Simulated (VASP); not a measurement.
Wanted: the native input for a VASP 6.6.1 run.

- Task: work function
- Functional: PBE
- Potentials or basis: VASP PAW PBE potentials, release 64 (Se, Sn_d)
- Cutoff: 520 eV
- k mesh: 10 × 10 × 1
- Occupations: fermi-dirac, width 0.05 eV
- Spin: no spin polarisation
- Further INCAR settings: ALGO = Normal; EDIFF = 1e-07

The structure of SnSe2 lies in POSCAR:

```
SnSe2
1.0
    3.8110000000      0.0000000000      0.0000000000
   -1.9055000000      3.3004228138      0.0000000000
    0.0000000000      0.0000000000     33.3740000000
Se Sn
6 3
Direct
    0.6666666667      0.3333333333      0.2696710014
    0.3333333333      0.6666666667      0.3625576796
    0.6666666667      0.3333333333      0.4535566609
    0.3333333333      0.6666666667      0.5464433391
    0.6666666667      0.3333333333      0.6374423204
    0.3333333333      0.6666666667      0.7303289986
    0.0000000000      0.0000000000      0.3161143405
    0.0000000000      0.0000000000      0.5000000000
    0.0000000000      0.0000000000      0.6838856595
```

The cell was built by a generator and needn't be a form met in nature.

The input as run:

INCAR

```
PREC = Accurate
ENCUT = 520
EDIFF = 1E-7
ISMEAR = -1
SIGMA = 0.05
LREAL = False
LASPH = True
NELM = 60
ALGO = Normal
ISIF = 2
LWAVE = False
LCHARG = True
GGA = PE
LELF = True
LVHAR = True
LVACPOTAV = True
```

KPOINTS

```
Automatic mesh
0
Gamma
  10 10 1
```

Potentials or basis: VASP PAW PBE potentials, release 64 (Se, Sn_d).

The run is started by

```sh
$ cat potpaw_PBE.64/Se/POTCAR potpaw_PBE.64/Sn_d/POTCAR > POTCAR
$ mpirun -np 1 vasp_std > vasp.out
```

It gave:

- Largest force: 0.653 eV/Å
- Band gap on the k mesh: 0.83 eV, indirect (least direct gap 1.08 eV)

Caveat: spin-orbit coupling is left out, which moves the levels of the heavy elements.

Run time: 4.9 min on 1 thread of Intel(R) Xeon(R) 6975P-C (Granite Rapids), on a shared host, peak memory 0.56 GiB.
